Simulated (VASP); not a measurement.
# RbBr (I-4m2) in VASP: further runs

The runs below take RbBr through single point, with PBE, r2SCAN, HSE06.

Everything below comes from runs of VASP 6.6.1. Logs are shortened: lines on timing, memory, paths and dates and some standing lists are left out, and cuts for length are marked.

### 1 The cell of the first run

Symmetry: I-4m2, No. 119, tetragonal system. Conventional cell: a = 5.799 Å, b = 5.799 Å, c = 6.584 Å, α = 90.00°, β = 90.00°, γ = 90.00°. Around Rb (site symmetry -4m2) lie 4 Br at 3.33 Å. Br (site symmetry -4m2) is surrounded by 4 Rb at 3.33 Å.

The cell was built by a generator and needn't be a form met in nature.

### 2 Single point, PBE (epitaxial_xy strain +6.0%)

Input file INCAR:

```
PREC = Accurate ; ENCUT = 520
EDIFF = 1E-7 ; ISMEAR = -1
SIGMA = 0.02 ; LREAL = False
LASPH = True ; NELM = 100
ALGO = Fast ; ISIF = 2
LWAVE = False ; LCHARG = True
GGA = PE ; LELF = True
LVHAR = True ; NBANDS = 15
```

Input file KPOINTS:

```
regular mesh
0
Gamma
  6 6 6
```

Input file POSCAR:

```
RbBr
1.0
    0.0000000000      4.1005058274      3.2920698221
    4.1005058274      0.0000000000      3.2920698221
    4.1005058274      4.1005058274      0.0000000000
Rb Br
1 1
Direct
    0.0000000000      0.0000000000      0.0000000000
    0.2500000000      0.2500000000      0.2500000000
```

Potentials or basis: VASP PAW PBE potentials, release 64 (Rb_sv, Br).

Run with:

```
$ cat potpaw_PBE.64/Rb_sv/POTCAR potpaw_PBE.64/Br/POTCAR > POTCAR
$ mpirun -np 1 vasp_std > vasp.out
```

OUTCAR:

```text
PREC = Accurate
   ENCUT = 520
   EDIFF = 1E-7
   ISMEAR = -1
   LREAL = False
   LASPH = True
   NELM = 100
   ISIF = 2
   GGA = PE

 ion  position               nearest neighbor table
   1  0.000  0.000  0.000-   2 3.33   2 3.33   2 3.33   2 3.33
   2  0.250  0.250  0.250-   1 3.33   1 3.33   1 3.33   1 3.33

  LATTYP: Found a body centered tetragonal cell.
 ALAT       =     5.7989909537
 C/A-ratio  =     1.1353940189

  Lattice vectors:

 A1 = (   0.0000000000,  -4.1005058274,  -3.2920698221)
 A2 = (   0.0000000000,   4.1005058274,  -3.2920698221)
 A3 = (   4.1005058274,   0.0000000000,   3.2920698221)

Analysis of symmetry for initial positions (statically):
=====================================================================
 Subroutine PRICEL returns:
 Original cell was already a primitive cell.

 Routine SETGRP: Setting up the symmetry group for a
 body centered tetragonal supercell.

 Subroutine GETGRP returns: Found  8 space group operations
 (whereof  8 operations were pure point group operations)
 out of a pool of 16 trial point group operations.

The static configuration has the point symmetry D_2d.

Analysis of symmetry for dynamics (positions and initial velocities):
=====================================================================
 Subroutine PRICEL returns:
 Original cell was already a primitive cell.

 Routine SETGRP: Setting up the symmetry group for a
 body centered tetragonal supercell.

 Subroutine GETGRP returns: Found  8 space group operations
 (whereof  8 operations were pure point group operations)
 out of a pool of 16 trial point group operations.

The dynamic configuration has the point symmetry D_2d.

 Subroutine INISYM returns: Found  8 space group operations
 (whereof  8 operations are pure point group operations),
 and found     1 'primitive' translations

----------------------------------------------------------------------------------------

                                     Primitive cell

  volume of cell :     110.7067

  direct lattice vectors                    reciprocal lattice vectors
     0.000000000  4.100505827  3.292069822    -0.121936176  0.121936176  0.151880132
     4.100505827  0.000000000  3.292069822     0.121936176 -0.121936176  0.151880132
     4.100505827  4.100505827  0.000000000     0.121936176  0.121936176 -0.151880132

  length of vectors
     5.258504707  5.258504707  5.798990954     0.229792160  0.229792160  0.229792160

  position of ions in fractional coordinates (direct lattice)
     0.000000000  0.000000000  0.000000000
     0.250000000  0.250000000  0.250000000

  ion indices of the primitive-cell ions
   primitive index   ion index
                 1           1
                 2           2

----------------------------------------------------------------------------------------

 KPOINTS: regular mesh

Automatic generation of k-mesh.
 Grid dimensions read from file:
 generate k-points for:    6    6    6

 Generating k-lattice:

  Cartesian coordinates                     Fractional coordinates (reciprocal lattice)
    -0.020322696  0.020322696  0.025313355     0.166666667 -0.000000000  0.000000000
     0.020322696 -0.020322696  0.025313355    -0.000000000  0.166666667  0.000000000
     0.020322696  0.020322696 -0.025313355     0.000000000  0.000000000  0.166666667

  Length of vectors
     0.038298693  0.038298693  0.038298693

  Shift w.r.t. Gamma in fractional coordinates (k-lattice)
     0.000000000  0.000000000  0.000000000

 Subroutine IBZKPT returns following result:
 ===========================================

 Found     30 irreducible k-points:

 Following reciprocal coordinates:
            Coordinates               Weight
  0.000000  0.000000  0.000000      1.000000
  0.166667 -0.000000  0.000000      8.000000
  0.333333 -0.000000  0.000000      8.000000
  0.500000 -0.000000  0.000000      4.000000
  0.166667  0.166667  0.000000      2.000000
  0.333333  0.166667  0.000000      8.000000
[... 16 lines left out ...]
  0.333333  0.000000  0.333333      4.000000
  0.500000  0.000000  0.333333     16.000000
 [... further k-points ...]
   k-points           NKPTS =     30   k-points in BZ     NKDIM =     30   number of bands    NBANDS=     15
   number of dos      NEDOS =    301   number of ions     NIONS =      2
   total plane-waves  NPLWV =  76800
   dimension x,y,z NGX =    40 NGY =   40 NGZ =   48
   dimension x,y,z NGXF=    80 NGYF=   80 NGZF=   96
   ions per type =               1   1
   NGX,Y,Z   is equivalent  to a cutoff of  12.65, 12.65, 13.76 a.u.
   NGXF,Y,Z  is equivalent  to a cutoff of  25.29, 25.29, 27.52 a.u.
 SYSTEM =  unknown system
   PREC   = accura    normal or accurate (medium, high low for compatibility)
   ISTART =      0    job   : 0-new  1-cont  2-samecut
   ICHARG =      2    charge: 1-file 2-atom 10-const
   ISPIN  =      1    spin polarized calculation?
   LNONCOLLINEAR =      F non collinear calculations
   LSORBIT =      F    spin-orbit coupling
   LASPH  =      T    aspherical Exc in radial PAW
   ENCUT  =  520.0 eV  38.22 Ry    6.18 a.u.   9.78  9.78 10.78*2*pi/ulx,y,z
   NELM   =    100;   NELMIN=  2; NELMDL= -5     # of ELM steps
   EDIFF  = 0.1E-06   stopping-criterion for ELM
   LREAL  =      F    real-space projection
   EDIFFG = 0.1E-05   stopping-criterion for IOM
   NSW    =      0    number of steps for IOM
   IBRION =     -1    ionic relax: 0-MD 1-quasi-New 2-CG
   NFREE  =      0    steps in history (QN), initial steepest desc. (CG)
   ISIF   =      2    stress and relaxation
   ISYM   =      2    0-nonsym 1-usesym 2-fastsym
   POTIM  = 0.5000    time-step for ionic-motion
   TEBEG  =    0.0;   TEEND  =   0.0 temperature during run
   PSTRESS=    0.0 pullay stress
   NELECT =      16.0000    total number of electrons
   NUPDOWN=      -1.0000    fix difference up-down
   EMIN   =  10.00;   EMAX   =-10.00  energy-range for DOS
   EFERMI =   0.00;   METHOD = LEGACY
   ISMEAR =    -1;   SIGMA  =   0.02  broadening in eV -4-tet -1-fermi 0-gaus
   EFERMI_NEDOS =   21; number of points for ismear=-14 and -15
   IALGO  =     68    algorithm
   IMIX   =      4    mixing-type and parameters
     AMIX     =   0.40;   BMIX     =  1.00
     AMIX_MAG =   1.60;   BMIX_MAG =  1.00
  volume/ion in A,a.u.               =      55.35       373.54
  Fermi-wavevector in a.u.,A,eV,Ry     =   0.859126  1.623513 10.042426  0.738097
  Thomas-Fermi vector in A             =   1.976434
   LORBIT       =      0    0 simple, 1 ext, 2 COOP (PROOUT), +10 PAW based schemes
   GGA     = PE    functional components
   LHFCALC =     F    Hartree Fock is set to
   AEXX    =    0.0000 exact exchange contribution
   IVDW    =     0    specifies the selected vdW correction
   LEPSILON=     F    determine dielectric tensor
   LRPA    =     F    only Hartree local field effects (RPA)
 non-spin polarized calculation
 RMM-DIIS sequential band-by-band and
  energy-cutoff  :      520.00
  volume of cell :      110.71
 maximum number of plane-waves:      3001
   NGX = 19   NGY = 19   NGZ = 21

 number of electron      16.0000001 magnetization

 Free energy of the ion-electron system (eV)
  ---------------------------------------------------
  ext. energy  EPLUGINS =         0.00000000
  ---------------------------------------------------
  free energy    TOTEN  =        -5.92380870 eV

  energy without entropy =       -5.92380870  energy(sigma->0) =       -5.92380870

 E-fermi :  -2.3529     XC(G=0):  -5.9053

 val. band max:       -2.8953664426   @ k =   0.3333   0.0000   0.3333
 cond. band min:       1.1373642639   @ k =   0.0000   0.0000   0.0000
 fundamental gap:      4.0327307065
 Fermi energy:        -2.3528557290

 k-point     1 :       0.0000    0.0000    0.0000
  band No.  band energies     occupation
      1     -27.5099      2.00000
      2     -14.8408      2.00000
      3     -11.6327      2.00000
      4     -11.6104      2.00000
      5     -11.6104      2.00000
      6      -3.0314      2.00000
      7      -3.0314      2.00000
      8      -2.9979      2.00000
      9       1.1374      0.00000
     10       4.5651      0.00000
     11       5.6789      0.00000
     12       5.9305      0.00000
     13       5.9306      0.00000
     14       6.8743      0.00000
     15       7.0410      0.00000

 k-point     2 :       0.1667   -0.0000    0.0000
  band No.  band energies     occupation
      1     -27.5092      2.00000
      2     -14.8520      2.00000
      3     -11.6348      2.00000
      4     -11.6162      2.00000
      5     -11.5973      2.00000
      6      -3.1188      2.00000
      7      -3.0331      2.00000
      8      -2.9830      2.00000
      9       1.5590      0.00000
     10       4.5021      0.00000
     11       5.1714      0.00000
     12       5.9944      0.00000
     13       6.2778      0.00000
     14       6.4882      0.00000
     15       7.1789      0.00000

 k-point     3 :       0.3333   -0.0000    0.0000
  band No.  band energies     occupation
      1     -27.5079      2.00000
      2     -14.8738      2.00000
      3     -11.6399      2.00000
      4     -11.6276      2.00000
      5     -11.5717      2.00000
      6      -3.2418      2.00000
      7      -3.0373      2.00000
      8      -2.9589      2.00000
      9       2.5097      0.00000
     10       4.4928      0.00000
     11       4.5417      0.00000
     12       5.4250      0.00000
     13       6.2830      0.00000
     14       6.6764      0.00000
     15       6.7300      0.00000

 k-point     4 :       0.5000   -0.0000    0.0000
  band No.  band energies     occupation
      1     -27.5072      2.00000
      2     -14.8844      2.00000
      3     -11.6426      2.00000
      4     -11.6333      2.00000
      5     -11.5597      2.00000
      6      -3.2820      2.00000
      7      -3.0398      2.00000
      8      -2.9507      2.00000
      9       3.3828      0.00000
     10       3.6974      0.00000
     11       4.5269      0.00000
     12       5.4273      0.00000
     13       6.1194      0.00000
     14       6.8093      0.00000
     15       6.8737      0.00000
[... 307 lines left out ...]
 k-point    22 :      -0.3333    0.5000    0.1667
  band No.  band energies     occupation
      1     -27.5058      2.00000
      2     -14.8846      2.00000
      3     -11.6729      2.00000
      4     -11.6506      2.00000
      5     -11.5499      2.00000
      6      -3.2241      2.00000
      7      -3.0846      2.00000
      8      -3.0001      2.00000
      9       3.2401      0.00000
     10       3.7032      0.00000
     11       5.6906      0.00000
     12       5.8330      0.00000
     13       6.1380      0.00000
     14       6.4448      0.00000
     15       7.1941      0.00000

 k-point    23 :       0.3333    0.0000    0.3333
  band No.  band energies     occupation
      1     -27.5076      2.00000
      2     -14.8931      2.00000
      3     -11.6603      2.00000
      4     -11.6179      2.00000
      5     -11.5265      2.00000
      6      -3.3437      2.00000
      7      -3.0015      2.00000
      8      -2.8954      2.00000
      9       2.6465      0.00000
     10       3.5506      0.00000
     11       5.0398      0.00000
     12       5.9502      0.00000
     13       5.9962      0.00000
     14       6.8554      0.00000
     15       7.4583      0.00000

 k-point    24 :       0.5000    0.0000    0.3333
  band No.  band energies     occupation
      1     -27.5069      2.00000
      2     -14.9034      2.00000
      3     -11.6691      2.00000
      4     -11.6265      2.00000
      5     -11.5056      2.00000
      6      -3.3543      2.00000
      7      -3.0034      2.00000
      8      -2.9188      2.00000
      9       3.0356      0.00000
     10       3.6360      0.00000
     11       4.9589      0.00000
     12       5.7496      0.00000
     13       6.2111      0.00000
     14       6.6142      0.00000
     15       6.9193      0.00000

 [... further k-points ...]
[... 5 lines left out ...]
  --------------------------------------------------------------------------------------
  -------------------------------------------------------------------------------------
  Total        0.2755400      0.2755400      0.1551107      0.0000000      0.0000000      0.0000000
  in kB        3.9876902      3.9876902      2.2448047      0.0000000      0.0000000      0.0000000
  external PRESSURE =       3.4067284 kB  Pullay stress =       0.0000000 kB

 VOLUME and BASIS-vectors are now :
 -----------------------------------------------------------------------------
  energy-cutoff  :      520.00
  volume of cell :      110.71
      direct lattice vectors                 reciprocal lattice vectors
     0.000000000  4.100505827  3.292069822    -0.121936176  0.121936176  0.151880132
     4.100505827  0.000000000  3.292069822     0.121936176 -0.121936176  0.151880132
     4.100505827  4.100505827  0.000000000     0.121936176  0.121936176 -0.151880132

 POSITION                                       TOTAL-FORCE (eV/Angst)
 -----------------------------------------------------------------------------------
      0.00000      0.00000      0.00000         0.000000      0.000000      0.000000
      2.05025      2.05025      1.64603         0.000000      0.000000     -0.000000
 -----------------------------------------------------------------------------------
    total drift:                                0.000000      0.000000     -0.000000

  FREE ENERGIE OF THE ION-ELECTRON SYSTEM (eV)
  ---------------------------------------------------
  free  energy   TOTEN  =        -5.9238086978 eV

  energy  without entropy=       -5.9238086978  energy(sigma->0) =       -5.92380870
```

Run time: 80 s. Hardware: 1 thread of Intel Xeon Platinum 8259CL at 2.50GHz (Skylake/Cascade Lake), shared host; peak memory 0.27 GiB.

Results:

* Free energy: -5.9238 eV
* Pressure: 0.3 GPa
* Band gap on the k mesh: 4.03 eV, indirect (least direct gap 4.14 eV)

A k mesh can miss the band edges.

[end of part 1 of 2]
